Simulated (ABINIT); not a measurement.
## Nb: equation of state with PBE

**Experimental background.**

From “Pressure effects on the electronic structure and superconductivity of (TaNb)0.67(HfZrTi)0.33 high entropy alloy”, 2019, arxiv:1910.08312, for a bulk crystal of Nb: bulk modulus 169 GPa.

The system is Nb.

```
Nb
1.0
    -1.66395    1.66395    1.66395
     1.66395   -1.66395    1.66395
     1.66395    1.66395   -1.66395
Nb
1
Direct
  0.00000 0.00000 0.00000
```

| Quantity | Value |
| --- | --- |
| Program | ABINIT 10.8.3 (patched build) |
| Task | equation of state |
| Functional | PBE |
| Potentials or basis | PseudoDojo NC SR PBE v0.5 standard |
| Cutoff | 1116 eV |
| k mesh | 11 × 11 × 11 |
| Occupations | fermi-dirac, width 0.05 eV |
| Spin | no spin polarisation |

- Equilibrium volume: 18.23 Å³/atom
- Bulk modulus: 171 GPa
- Pressure derivative of the bulk modulus: 3.3

Energy against volume, from the lowest point:
```
volume (Å³/atom)  energy (meV/atom)
          17.322              24.93
          17.691               7.96
          18.060               0.00
          18.428               0.36
          18.797               8.34
          19.165              23.30
          19.534              44.60
```

Run time: 110 s on 1 thread of Arm Neoverse V1, on a shared host, peak memory 0.11 GiB.

A measured bulk modulus of Nb is 169 GPa (quoted in “Pressure effects on the electronic structure and superconductivity of (TaNb)0.67(HfZrTi)0.33 high entropy alloy”, 2019, arxiv:1910.08312); the calculated 171 GPa misses it by +1.4 %. The fit is for a static lattice scaled at fixed shape and fixed fractional positions.

Caveat: pressures at fixed basis lie under the slope of the energies.
